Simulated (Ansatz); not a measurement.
What a trial cell of Te relaxes into

These are results of DFT r2SCAN, scalar-relativistic, plane waves, PAW in Ansatz, not measurements. Cutoff 500 eV, Γ-centred k mesh, Gaussian smearing, no spin polarisation in the final step.

Te was placed on the beta-tin structure type (I4_1/amd, No. 141), at a guessed volume.

```
CELL_PARAMETERS angstrom
-3.15432 3.15432 1.72074
3.15432 -3.15432 1.72074
3.15432 3.15432 -1.72074
ATOMIC_POSITIONS crystal
Te 0.00000 0.00000 0.00000
Te 0.75000 0.25000 0.50000
```

Cell and atoms relax at zero pressure; the relaxation can't lower the symmetry of the start.

Energies count from the standard state of Te at the same level.

(1) Which crystal results?

(2) What are its volume, energy, density and gap?

Results:

(1) It keeps I4_1/amd (No. 141). The result has the beta-tin structure. Conventional cell: a = 6.390 Å, c = 3.133 Å. Te is coordinated by 6 Te at 3.13–3.29 Å and 4 Te at 3.97 Å.

Space group I4_1/amd:1 (No. 141). a = 6.390 Å, b = 6.390 Å, c = 3.133 Å, α = 90.00°, β = 90.00°, γ = 90.00°
```json
{"atom": "Te", "site": "4a", "symmetry": "-4m2", "x": "0.0000", "y": "0.0000", "z": "0.0000"}
```

(2) The volume per atom is 31.98 Å³, the density is 6.63 g/cm³ and the energy over the standard structure is 0.28 eV/atom. The gap on the 20×20×20 mesh is 0 eV (a metal).

The final run used a 20×20×20 mesh on its 2-atom cell and 0.10 eV smearing. The k mesh leaves about 4 meV/atom of noise in metals. Spin–orbit coupling is left out. A structure relaxed within its symmetry needn't be a true minimum.